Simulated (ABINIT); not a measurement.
The system is Zn.

```
Zn
1.0
    -1.56904    1.56904    1.56904
     1.56904   -1.56904    1.56904
     1.56904    1.56904   -1.56904
Zn
1
Direct
  0.00000 0.00000 0.00000
```

This isn't the form of Zn at room conditions, which is hcp.

Base run:

* Program: ABINIT 10.8.3 (patched build)
* Functional: LDA
* Potentials or basis: PseudoDojo NC SR LDA v0.4.1 standard
* Cutoff: 1088 eV
* k mesh: 16 × 16 × 16, with 2 shifts
* Occupations: cold (ABINIT), width 0.1 eV
* Spin: no spin polarisation

Its results: pressure -8.5 GPa.

Task: The run is repeated on the same cell with these changes: k mesh from 16 × 16 × 16, with 2 shifts to 9 × 9 × 9; occupations from cold (ABINIT), width 0.1 eV to fermi-dirac, width 0.05 eV. What comes out?

Result: Pressure -8.9 GPa.
